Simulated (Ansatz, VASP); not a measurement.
# One calculation of GaP, two programs

```
Ga P
1.0
     0.00000    2.75254    2.75254
     2.75254    0.00000    2.75254
     2.75254    2.75254    0.00000
Ga P
1 1
Direct
  0.00000 0.00000 0.00000
  0.75000 0.75000 0.75000
```

Alike in both runs: task relaxation of cell and atoms; functional PBE; k mesh 8 × 8 × 8; no spin polarisation.

|  | VASP | Ansatz |
| --- | --- | --- |
| version | VASP 6.6.1 | Ansatz 0.2.0 |
| potentials or method | VASP PAW PBE potentials, release 64 (Ga_d, P) | scalar-relativistic, plane waves, PAW |
| plane-wave cutoff (eV) | 600 | 420 |
| occupations | gaussian, width 0.01 eV | fixed |
| valence electrons in the cell | 18 | 18 |

```tsv
	VASP	Ansatz	Ansatz less VASP
gap on the k mesh at the Fermi level, each at its own relaxed structure (eV)	1.58	1.58	0.000
relaxed volume (Å³/atom)	20.86	20.87	+0.008
relaxed cell length with the largest relative difference (Å)	3.893	3.893	+0.0005
```

A k mesh can miss the band edges.
